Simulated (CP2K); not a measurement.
Write the native input for CP2K 2026.2 that does the following.

* Task: band structure
* Functional: LDA
* Potentials or basis: POTENTIAL_UZH Mo GTH-PBE-q14, S GTH-PBE-q6; DZVP-MOLOPT-PBE-GTH basis
* Density cutoff: 9184 eV
* k mesh: 10 × 10 × 3
* Occupations: fermi-dirac, width 0.05 eV
* Spin: no spin polarisation
* SCF solver: diagonalisation with k points
* Quickstep method: GPW
* EPS_DEFAULT: 1.0E-9
* EPS_SCF: 1.0E-6
* MAX_SCF: 100
* SCF_GUESS: ATOMIC
* k points reduced by the point group: yes
* Mesh centred on Gamma: yes
* CHOLESKY: OFF
* EPS_EIGVAL: 1.0E-7
* MIXING METHOD: BROYDEN_MIXING
* MIXING ALPHA: 0.4
* NBUFFER: 8
* NGRIDS: 4
* Basis sets: Mo DZVP-MOLOPT-PBE-GTH-q14, S DZVP-MOLOPT-PBE-GTH-q6
* Potentials: Mo GTH-PBE-q14 of POTENTIAL_UZH, S GTH-PBE-q6 of POTENTIAL_UZH
* ADDED_MOS: [24]
* Points a segment of the path (NPOINTS): 6
* Bands added on the path: 4
* MPI ranks: 4
* REL_CUTOFF (Ry): 60 Ry
* MIXING BETA (1/bohr): 1.5 1/bohr
* CUTOFF of the grids: 675 Ry

The system is MoS2.

```
Mo S
1.0
     3.16900    0.00000    0.00000
    -1.58450    2.74443    0.00000
     0.00000    0.00000   12.32400
Mo S
2 4
Direct
  0.66667 0.33333 0.75000
  0.33333 0.66667 0.25000
  0.66667 0.33333 0.37700
  0.33333 0.66667 0.87700
  0.66667 0.33333 0.12300
  0.33333 0.66667 0.62300
```

One way to write it, as run:

mos2_bands.inp

```
&GLOBAL
  PROJECT mos2_bands
  RUN_TYPE ENERGY_FORCE
  PRINT_LEVEL LOW
&END GLOBAL
&FORCE_EVAL
  METHOD QS
  STRESS_TENSOR ANALYTICAL
  &DFT
    BASIS_SET_FILE_NAME BASIS_MOLOPT_UZH
    POTENTIAL_FILE_NAME POTENTIAL_UZH
    &MGRID
      CUTOFF 675
      REL_CUTOFF 60
      NGRIDS 4
    &END MGRID
    &QS
      METHOD GPW
      EPS_DEFAULT 1.0E-9
    &END QS
    &KPOINTS
      SCHEME MONKHORST-PACK 10 10 3
      GAMMA_CENTERED T
      SYMMETRY T
      SYMMETRY_BACKEND SPGLIB
    &END KPOINTS
    &SCF
      SCF_GUESS ATOMIC
      EPS_SCF 1.0E-6
      MAX_SCF 100
      ADDED_MOS 24
      CHOLESKY OFF
      EPS_EIGVAL 1.0E-7
      &DIAGONALIZATION ON
        ALGORITHM STANDARD
      &END DIAGONALIZATION
      &MIXING ON
        METHOD BROYDEN_MIXING
        ALPHA 0.4
        BETA 1.5
        NBUFFER 8
      &END MIXING
      &SMEAR ON
        METHOD FERMI_DIRAC
        ELECTRONIC_TEMPERATURE [K] 580.226
      &END SMEAR
    &END SCF
    &XC
      &XC_FUNCTIONAL
        &LDA_X
        &END LDA_X
        &LDA_C_PW
        &END LDA_C_PW
      &END XC_FUNCTIONAL
    &END XC
    &PRINT
      &KPOINTS ON
      &END KPOINTS
      &MULLIKEN ON
      &END MULLIKEN
      &MO ON
        ENERGIES T
        OCCUPATION_NUMBERS T
        &EACH
          QS_SCF 0
        &END EACH
        ADD_LAST NUMERIC
      &END MO
      &BAND_STRUCTURE
        FILE_NAME bands.bs
        ADDED_MOS 4
        &KPOINT_SET
          UNITS B_VECTOR
          NPOINTS 6
          SPECIAL_POINT GAMMA 0.00000000 0.00000000 0.00000000
          SPECIAL_POINT M 0.50000000 0.00000000 0.00000000
          SPECIAL_POINT K 0.33333333 0.33333333 0.00000000
          SPECIAL_POINT GAMMA 0.00000000 0.00000000 0.00000000
          SPECIAL_POINT A 0.00000000 0.00000000 0.50000000
          SPECIAL_POINT L 0.50000000 0.00000000 0.50000000
          SPECIAL_POINT H 0.33333333 0.33333333 0.50000000
          SPECIAL_POINT A 0.00000000 0.00000000 0.50000000
        &END KPOINT_SET
        &KPOINT_SET
          UNITS B_VECTOR
          NPOINTS 6
          SPECIAL_POINT L 0.50000000 0.00000000 0.50000000
          SPECIAL_POINT M 0.50000000 0.00000000 0.00000000
        &END KPOINT_SET
        &KPOINT_SET
          UNITS B_VECTOR
          NPOINTS 6
          SPECIAL_POINT K 0.33333333 0.33333333 0.00000000
          SPECIAL_POINT H 0.33333333 0.33333333 0.50000000
        &END KPOINT_SET
      &END BAND_STRUCTURE
    &END PRINT
  &END DFT
  &SUBSYS
    &CELL
      ABC 3.1690000000 3.1690000000 12.3240000000
      ALPHA_BETA_GAMMA 90.0000000000 90.0000000000 119.9999999999
      PERIODIC XYZ
    &END CELL
    &COORD
      SCALED
      Mo  0.6666666667 0.3333333333 0.7500000000
      Mo  0.3333333333 0.6666666667 0.2500000000
      S   0.6666666667 0.3333333333 0.3770000000
      S   0.3333333333 0.6666666667 0.8770000000
      S   0.6666666667 0.3333333333 0.1230000000
      S   0.3333333333 0.6666666667 0.6230000000
    &END COORD
    &KIND Mo
      BASIS_SET DZVP-MOLOPT-PBE-GTH-q14
      POTENTIAL GTH-PBE-q14
    &END KIND
    &KIND S
      BASIS_SET DZVP-MOLOPT-PBE-GTH-q6
      POTENTIAL GTH-PBE-q6
    &END KIND
    &PRINT
      &ATOMIC_COORDINATES ON
      &END ATOMIC_COORDINATES
      &CELL ON
      &END CELL
    &END PRINT
  &END SUBSYS
  &PRINT
    &FORCES ON
    &END FORCES
    &STRESS_TENSOR ON
    &END STRESS_TENSOR
  &END PRINT
&END FORCE_EVAL
```

Potentials or basis: POTENTIAL_UZH Mo GTH-PBE-q14, S GTH-PBE-q6; DZVP-MOLOPT-PBE-GTH basis.

The run is started by

```bash
$ OMP_NUM_THREADS=1 mpirun -n 4 cp2k.psmp -i mos2_bands.inp -o mos2_bands.out
```

Results of the run:

```json
{
  "Pressure": "-2.1 GPa",
  "Largest force": "0.020 eV/Å",
  "Band gap along the path": "0.85 eV, indirect (least direct gap 1.69 eV)",
  "Mulliken charges": "Mo -0.05; S +0.02 e"
}
```

Caveat: Mulliken charges move with the basis; the potentials were made for another functional, which shifts forces and pressure; the basis of atomic orbitals isn't converged, which shifts pressures, moduli and gaps.

Wall time 21 s on 4 MPI ranks on Arm Neoverse V1, on a shared host.
